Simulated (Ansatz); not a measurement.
# BaTe (Fm-3m): from strained cells to moduli

```
CELL_PARAMETERS angstrom
0.00000 3.43314 3.43314
3.43314 0.00000 3.43314
3.43314 3.43314 0.00000
ATOMIC_POSITIONS crystal
Ba 0.00000 0.00000 0.00000
Te 0.50000 0.50000 0.50000
```

The conventional cell has a = 6.866 Å, b = 6.866 Å, c = 6.866 Å, α = 90.00°, β = 90.00°, γ = 90.00°. Around Ba (atom 1) lie 6 Te at 3.43 Å. Te (atom 2) is surrounded by 6 Ba at 3.43 Å.

Level of theory, where no other is named: LDA, all-electron LAPW in Ansatz 0.2.0, scalar-relativistic. k mesh 6×6×6, fixed occupations, basis error target 0.5 meV/atom. The cell was relaxed by PAW under this functional.

The cell is cubic and carries a residual pressure of 0.01 GPa at this level. Each strain component that symmetry leaves independent is applied at ±0.005, the ions relax wherever a strain frees them, and the stress (tension positive, GPa) is read. Shears are engineering strains, γ = 2ε.

```
strain    size      σxx      σyy      σzz      σyz     σxz     σxy
    xx  -0.005  -0.4643  -0.0574  -0.0574   0.0000  0.0000  0.0000
    xx  +0.005   0.4128   0.0347   0.0347   0.0000  0.0000  0.0000
    yz  -0.005  -0.0109  -0.0112  -0.0112  -0.0567  0.0000  0.0000
    yz  +0.005  -0.0109  -0.0112  -0.0112   0.0567  0.0000  0.0000
```

A central difference gives one constant, for example C11 ≈ (0.4128 − (-0.4643))/(0.01) = 87.7 GPa; the program then imposes the crystal's symmetry on the whole matrix.

What are the independent elastic constants?

C11 = 87.7, C12 = 9.2, C44 = 11.3 GPa.

Do they meet the Born conditions?

C11 − C12 = 78.5, C11 + 2C12 = 106.1 and C44 = 11.3 GPa must all be positive, so the crystal is elastically stable; that says nothing yet of its phonons.

What moduli does a random aggregate of grains have?

B = (C11 + 2C12)/3 = 35.4 GPa. G_V = (C11 − C12 + 3C44)/5 = 22.5 and G_R = 5(C11 − C12)C44/(4C44 + 3(C11 − C12)) = 15.8, so G_H = 19.2 GPa. Then E = 9BG/(3B + G) = 48.7 GPa, ν = (3B − 2G)/(6B + 2G) = 0.270 and B/G = 1.84, on the ductile side of Pugh's 1.75 (a rule of thumb, made for metals; it doesn't predict ductility here).

With the density of 5.436 g/cm³, how fast does sound travel, and what Debye temperature follows?

```csv
direction,slow (m/s),middle (m/s),fast (m/s)
[100],1444,1444,4017
[110],1444,2687,3317
[111],2347,2347,3048
```

The mean of v⁻³ over directions and branches gives v_m = 2005 m/s and θ_D = (ħ/k_B) v_m (6π²n)^(1/3) = 174 K, n being atoms per volume. Young's modulus spans 31 to 86 GPa over directions, and the universal anisotropy index is 2.10.

How far do the constants move if PAW replaces LAPW in the same cell?

```tsv
constant	LAPW (GPa)	PAW (GPa)	difference
C11	87.7	87.6	-0.1
C12	9.2	9.2	0.0
C44	11.3	11.3	0.0
```

What happens at 10 GPa (cell relaxed there)?

The volume falls to 0.8292 of its value, and C11 = 193.7, C12 = 15.9, C44 = 5.8 GPa (slopes of the stress), in this structure whether or not another phase takes over.

Known limits: the frozen-core PAW files of the compared runs were fitted under PBE, their cores solved anew for this functional.
